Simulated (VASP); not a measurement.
# Ca (P6_3/mmc) in VASP: notebook, part 2 of 2

VASP 6.6.1.

### Step 6. Single point, PBE

INCAR

```
  PREC = Normal
  ENCUT = 460
  EDIFF = 1E-4
  ISMEAR = 1
  SIGMA = 0.1
  LREAL = Auto
  LASPH = T
  NELM = 100
  ALGO = Normal
  ISIF = 2
  LWAVE = F
  LCHARG = F
  GGA = PE
  NBANDS = 17
  ADDGRID = F
```

KPOINTS

```
regular mesh
0
Gamma
  12 12 7
```

POSCAR

```
Ca
1.0
    3.9800000000      0.0000000000      0.0000000000
   -1.9900000000      3.4467811071      0.0000000000
    0.0000000000      0.0000000000      6.5200000000
Ca
2
Direct
    0.6666666667      0.3333333333      0.7500000000
    0.3333333333      0.6666666667      0.2500000000
```

Potentials or basis: VASP PAW PBE potentials, release 64 (Ca_sv).

Launch:

```
$ cat potpaw_PBE.64/Ca_sv/POTCAR > POTCAR
$ mpirun -np 1 vasp_std > vasp.out
```

OUTCAR:

```text
PREC = Normal
   ENCUT = 460
   EDIFF = 1E-4
   ISMEAR = 1
   LREAL = Auto
   LASPH = T
   NELM = 100
   ISIF = 2
   GGA = PE

 Found     76 irreducible k-points:

 Following reciprocal coordinates:
            Coordinates               Weight
  0.000000  0.000000  0.000000      1.000000
  0.083333 -0.000000  0.000000      6.000000
  0.166667  0.000000  0.000000      6.000000
  0.250000  0.000000  0.000000      6.000000
  0.333333  0.000000  0.000000      6.000000
  0.416667  0.000000  0.000000      6.000000
   k-points           NKPTS =     76   k-points in BZ     NKDIM =     76   number of bands    NBANDS=     17
   number of dos      NEDOS =    301   number of ions     NIONS =      2
   total plane-waves  NPLWV =  20736
   dimension x,y,z NGX =    24 NGY =   24 NGZ =   36
   dimension x,y,z NGXF=    48 NGYF=   48 NGZF=   72
   ions per type =               2
   NGX,Y,Z   is equivalent  to a cutoff of  10.02, 10.02,  9.18 a.u.
   NGXF,Y,Z  is equivalent  to a cutoff of  20.05, 20.05, 18.36 a.u.
 SYSTEM =  unknown system
   PREC   = normal    normal or accurate (medium, high low for compatibility)
   ISTART =      0    job   : 0-new  1-cont  2-samecut
   ICHARG =      2    charge: 1-file 2-atom 10-const
   ISPIN  =      1    spin polarized calculation?
   LNONCOLLINEAR =      F non collinear calculations
   LSORBIT =      F    spin-orbit coupling
   LASPH  =      T    aspherical Exc in radial PAW
   ENCUT  =  460.0 eV  33.81 Ry    5.81 a.u.   6.96  6.96 11.40*2*pi/ulx,y,z
   NELM   =    100;   NELMIN=  2; NELMDL= -5     # of ELM steps
   EDIFF  = 0.1E-03   stopping-criterion for ELM
   LREAL  =      T    real-space projection
   EDIFFG = 0.1E-02   stopping-criterion for IOM
   NSW    =      0    number of steps for IOM
   IBRION =     -1    ionic relax: 0-MD 1-quasi-New 2-CG
   NFREE  =      0    steps in history (QN), initial steepest desc. (CG)
   ISIF   =      2    stress and relaxation
   ISYM   =      2    0-nonsym 1-usesym 2-fastsym
   POTIM  = 0.5000    time-step for ionic-motion
   TEBEG  =    0.0;   TEEND  =   0.0 temperature during run
   PSTRESS=    0.0 pullay stress
   NELECT =      20.0000    total number of electrons
   NUPDOWN=      -1.0000    fix difference up-down
   EMIN   =  10.00;   EMAX   =-10.00  energy-range for DOS
   EFERMI =   0.00;   METHOD = LEGACY
   ISMEAR =     1;   SIGMA  =   0.10  broadening in eV -4-tet -1-fermi 0-gaus
   EFERMI_NEDOS =   21; number of points for ismear=-14 and -15
   IALGO  =     38    algorithm
   IMIX   =      4    mixing-type and parameters
     AMIX     =   0.40;   BMIX     =  1.00
     AMIX_MAG =   1.60;   BMIX_MAG =  1.00
  volume/ion in A,a.u.               =      44.72       301.79
  Fermi-wavevector in a.u.,A,eV,Ry     =   0.993657  1.877740 13.433783  0.987355
  Thomas-Fermi vector in A             =   2.125555
   LORBIT       =      0    0 simple, 1 ext, 2 COOP (PROOUT), +10 PAW based schemes
   GGA     = PE    functional components
   LHFCALC =     F    Hartree Fock is set to
   AEXX    =    0.0000 exact exchange contribution
   IVDW    =     0    specifies the selected vdW correction
   LEPSILON=     F    determine dielectric tensor
   LRPA    =     F    only Hartree local field effects (RPA)
 non-spin polarized calculation
 Methfessel and Paxton  Order N= 1 SIGMA  =   0.10
  energy-cutoff  :      460.00
  volume of cell :       89.44
 maximum number of plane-waves:      2019
   NGX = 13   NGY = 13   NGZ = 23

 number of electron      20.0000005 magnetization

 Free energy of the ion-electron system (eV)
  ---------------------------------------------------
  ext. energy  EPLUGINS =         0.00000000
  ---------------------------------------------------
  free energy    TOTEN  =        -3.84127719 eV

  energy without entropy =       -3.84287770  energy(sigma->0) =       -3.84181069

 E-fermi :   1.8054     XC(G=0):  -7.5578

 val. band max:        1.8045013409   @ k =   0.2500   0.0833   0.0000
 cond. band min:       1.8054751254   @ k =   0.3333   0.0000   0.0000
 fundamental gap:      0.0009737845
 Fermi energy:         1.8054295925

 k-point     1 :       0.0000    0.0000    0.0000
  band No.  band energies     occupation
      1     -40.4094      2.00000
      2     -40.3993      2.00000
      3     -21.4392      2.00000
      4     -21.3491      2.00000
      5     -21.3491      2.00000
      6     -21.3337      2.00000
[... 9 lines left out ...]
     16       4.2721      0.00000
     17       4.6424      0.00000

 k-point     2 :       0.0833   -0.0000    0.0000
  band No.  band energies     occupation
      1     -40.4088      2.00000
      2     -40.3990      2.00000
      3     -21.4368      2.00000
      4     -21.3548      2.00000
      5     -21.3509      2.00000
      6     -21.3396      2.00000
[... 9 lines left out ...]
     16       4.3436      0.00000
     17       4.5656      0.00000

 k-point     3 :       0.1667    0.0000    0.0000
  band No.  band energies     occupation
      1     -40.4071      2.00000
      2     -40.3982      2.00000
      3     -21.4298      2.00000
      4     -21.3703      2.00000
      5     -21.3558      2.00000
      6     -21.3555      2.00000
[... 9 lines left out ...]
     16       4.3282      0.00000
     17       4.4123      0.00000

 k-point     4 :       0.2500    0.0000    0.0000
  band No.  band energies     occupation
      1     -40.4047      2.00000
      2     -40.3972      2.00000
      3     -21.4194      2.00000
      4     -21.3918      2.00000
      5     -21.3769      2.00000
      6     -21.3622      2.00000
[... 9 lines left out ...]
     16       4.5768      0.00000
     17       4.6261      0.00000

 k-point     5 :       0.3333    0.0000    0.0000
  band No.  band energies     occupation
      1     -40.4021      2.00000
      2     -40.3963      2.00000
      3     -21.4134      2.00000
      4     -21.4072      2.00000
      5     -21.3979      2.00000
      6     -21.3685      2.00000
[... 9 lines left out ...]
     16       4.8892      0.00000
     17       5.1114      0.00000

 k-point     6 :       0.4167    0.0000    0.0000
  band No.  band energies     occupation
      1     -40.4000      2.00000
      2     -40.3959      2.00000
      3     -21.4292      2.00000
      4     -21.4130      2.00000
      5     -21.3959      2.00000
      6     -21.3730      2.00000
[... 9 lines left out ...]
     16       5.2819      0.00000
     17       5.4857      0.00000

 [... further k-points ...]

------------------------ aborting loop because EDIFF is reached ----------------------------------------

  FORCE on cell =-STRESS in cart. coord.  units (eV):
  Direction    XX          YY          ZZ          XY          YZ          ZX
  --------------------------------------------------------------------------------------
  -------------------------------------------------------------------------------------
  Total       -0.4142156     -0.4142156     -0.4264042     -0.0000000      0.0000000      0.0000000
  in kB       -7.4198077     -7.4198077     -7.6381421     -0.0000000      0.0000000      0.0000000
  external PRESSURE =      -7.4925858 kB  Pullay stress =       0.0000000 kB

 VOLUME and BASIS-vectors are now :
 -----------------------------------------------------------------------------
  energy-cutoff  :      460.00
  volume of cell :       89.44
      direct lattice vectors                 reciprocal lattice vectors
     3.980000000  0.000000000  0.000000000     0.251256281  0.145062882  0.000000000
    -1.990000000  3.446781107  0.000000000     0.000000000  0.290125763  0.000000000
     0.000000000  0.000000000  6.520000000     0.000000000  0.000000000  0.153374233

 POSITION                                       TOTAL-FORCE (eV/Angst)
 -----------------------------------------------------------------------------------
      1.99000      1.14893      4.89000         0.000000     -0.000000      0.000000
     -0.00000      2.29785      1.63000        -0.000000      0.000000      0.000000
 -----------------------------------------------------------------------------------
    total drift:                                0.000000     -0.000000      0.000000

  FREE ENERGIE OF THE ION-ELECTRON SYSTEM (eV)
  ---------------------------------------------------
  free  energy   TOTEN  =        -3.8412771877 eV

  energy  without entropy=       -3.8428777009  energy(sigma->0) =       -3.84181069
```

OSZICAR:

```text
N       E                     dE             d eps       ncg     rms          rms(c)
DAV:   1     0.158838440104E+03    0.15884E+03   -0.95780E+03  2600   0.961E+02
DAV:   2     0.528104287973E+01   -0.15356E+03   -0.15169E+03  2937   0.296E+02
DAV:   3    -0.353765510736E+01   -0.88187E+01   -0.87672E+01  4970   0.510E+01
DAV:   4    -0.384191643733E+01   -0.30426E+00   -0.30383E+00  3385   0.101E+01
DAV:   5    -0.385522866404E+01   -0.13312E-01   -0.13309E-01  4307   0.141E+00    0.313E+00
DAV:   6    -0.384361406459E+01    0.11615E-01   -0.25031E-02  3476   0.146E+00    0.191E+00
DAV:   7    -0.384201689241E+01    0.15972E-02   -0.34496E-02  3217   0.191E+00    0.130E-01
DAV:   8    -0.384123341133E+01    0.78348E-03   -0.34678E-03  3312   0.498E-01    0.237E-02
DAV:   9    -0.384127718771E+01   -0.43776E-04   -0.32201E-04  3039   0.764E-02
   1 F= -.38412772E+01 E0= -.38418107E+01  d E =0.160051E-02
```

It took 19 s on 1 thread of Intel Xeon 6975P-C (Granite Rapids), shared host; peak memory 0.19 GiB.

The run converged, but some of its settings lie outside the range that counts as converged, so its numbers aren't taken as properties of the crystal.

What came out:

```yaml
Free_energy: -3.8413 eV
Pressure: -0.7 GPa
Band_gap_on_the_k_mesh: none (metal or under the smearing width)
```

### Step 7. The reference run

An earlier run on the cell as given: functional PBE; potentials or basis VASP PAW PBE potentials, release 64 (Ca_sv); cutoff 520 eV; k mesh 8 × 8 × 4; occupations fermi-dirac, width 0.05 eV; no spin polarisation.

- Pressure: -0.8 GPa
- Band gap on the k mesh: none (metal or under the smearing width)
